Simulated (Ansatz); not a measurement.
# What a trial cell of Ta2C relaxes into

All numbers below come from Ansatz, DFT r2SCAN, scalar-relativistic, plane waves, PAW.

The start puts Ta2C on the Cu2Sb structure type (P4/nmm, No. 129), with C in place of Sb, Ta in place of Cu, at a guessed volume.

The final relaxation ran on this input, with the default PAW datasets:

```yaml
crystal:
  lattice:
    - [3.5072832823, 0.0, 0.0]
    - [0.0, 3.5072832823, 0.0]
    - [0.0, 0.0, 6.4984227424]
  atoms:
    - { symbol: Ta, position: [0.0, 0.0, 0.0] }
    - { symbol: Ta, position: [0.5, 0.5, 0.0] }
    - { symbol: Ta, position: [0.0, 0.5, 0.3681152527] }
    - { symbol: Ta, position: [0.5, 0.0, 0.6318847473] }
    - { symbol: C, position: [0.0, 0.5, 0.7260187603] }
    - { symbol: C, position: [0.5, 0.0, 0.2739812397] }
basis:
  ecutwfc: 500
kpoints:
  mp_grid: { grid: [10, 10, 6] }
hamiltonian:
  xc: r2scan
scf:
  occupations: { method: gaussian, width: 0.1 }
output:
  forces: true
  stress: true
  eigenvalues: true
relax:
  adjacent_minimum: "off"
  f_tol: 0.01
  max_steps: 80
  cell: { stress_tol: 0.05 }
```

Launched as:

```bash
ansatz run input.yaml --threads 1 --pin off --max-ram 3072MiB --backend cpu --events-out ev --progress --plain --runs-dir out
```

It took 3 min on 1 thread of Arm Neoverse V1, with other jobs on the host, peak memory 0.65 GiB.

The program printed at the end:

```
SCF converged after 4 iterations
Free energy (F): -40278.638968 eV
Harris-Foulkes:  -40278.638968 eV  (|F-HF|=2.18e-11)
Internal energy: -40278.626454 eV  (E = F + TS)
E sigma→0 (E₀):  -40278.632711 eV
Entropy (-TS):   -0.012515 eV (-2.086 meV/atom)
Fermi energy:    19.781590 eV
--- Per-component energies (eV) ---
  E_band       = -374.151340
  E_kinetic    = 1649.331812
  E_local      = -2367.843901  (includes V_loc(G=0)·N_el)
  E_nonlocal   = 114.307484
  E_hartree    = 848.701674
  E_xc         = -914.363046
  E_vxc        = -1021.502855  (∫ρ·V_xc dr)
  E_paw        = -33895.352450  (= ΣΔE_a)
  E_vpaw       = -497.645036  (= ΣTr[D̂ρ^β])
  E_aug_tail   = 0.000365  (compensation charges beyond the density's cutoff)
  E_vtau       = 51.797338  (kinetic-family band-sum trace: ∫τ·v_τ [+ j·A + Jᵃ·Aᵃ] dr)
  E_ewald      = -5710.333722
  E_core_change = -3.074669  (= ΣΔE_core)
  E_smearing   = -0.012515  (= −TS)
  E_closure    =  0.000000  (closes the sum)
  Σ components = -40278.638968   (vs F -40278.638968, Δ=0.00e0)
--- Forces (eV/Å), atoms counted from 1 ---
  atom   1  Ta     0.00000000     0.00000000     0.00000000
  atom   2  Ta     0.00000000     0.00000000     0.00000000
  atom   3  Ta     0.00000000     0.00000000    -0.00090888
  atom   4  Ta     0.00000000     0.00000000     0.00090888
  atom   5  C      0.00000000     0.00000000    -0.00025041
  atom   6  C      0.00000000     0.00000000     0.00025041
  max |Σ_I F_I| component: 5.58e-17 eV/Å
--- Stress (GPa, compression-positive) ---
        0.010939       0.000000       0.000000
        0.000000       0.010939       0.000000
        0.000000       0.000000       0.020245
  P = ⅓ Tr σ = 0.0140 GPa (0.140 kbar)
--- Relaxed structure (5 steps of the walk, 5 accepted, 1 SCFs on fresh bases) ---
  F+E_penalty+E_count = -40278.63896813 eV   max|allowed force component| = 9.089e-4 eV/Å   (the final SCF, on the basis selected at the relaxed cell)
  cell:  # Å, volume = 79.7953 Å³
    - [3.501593, 0.000000, 0.000000]
    - [0.000000, 3.501593, 0.000000]
    - [0.000000, 0.000000, 6.507973]
  atoms:
    - { symbol: Ta, position: [0.000000, 0.000000, 0.000000] }
    - { symbol: Ta, position: [0.500000, 0.500000, 0.000000] }
    - { symbol: Ta, position: [0.000000, 0.500000, 0.367776] }
    - { symbol: Ta, position: [0.500000, 0.000000, 0.632224] }
    - { symbol: C, position: [0.000000, 0.500000, 0.726212] }
    - { symbol: C, position: [0.500000, 0.000000, 0.273788] }
```

Absolute energies hang on the potentials; compare differences alone.

The result has space group P4/nmm (No. 129). Ta on Wyckoff site a (2 atoms of the primitive cell) is coordinated by 4 Ta at 2.48 Å and 4 C at 2.50 Å (next Ta at 2.97 Å); Ta on Wyckoff site c (2 atoms of the primitive cell) is coordinated by 1 C at 2.33 Å and 4 C at 2.55 Å (next Ta at 2.97 Å); around C lie 1 Ta at 2.33 Å and 8 Ta at 2.50–2.55 Å.

Against the elements it lies at 0.33 eV/atom. Formation energies are uncorrected and refer to the elements' standard structures at the same level.

For metals, differences of a few meV/atom aren't resolved. Spin–orbit coupling is left out.

A structure relaxed within its symmetry needn't be a true minimum.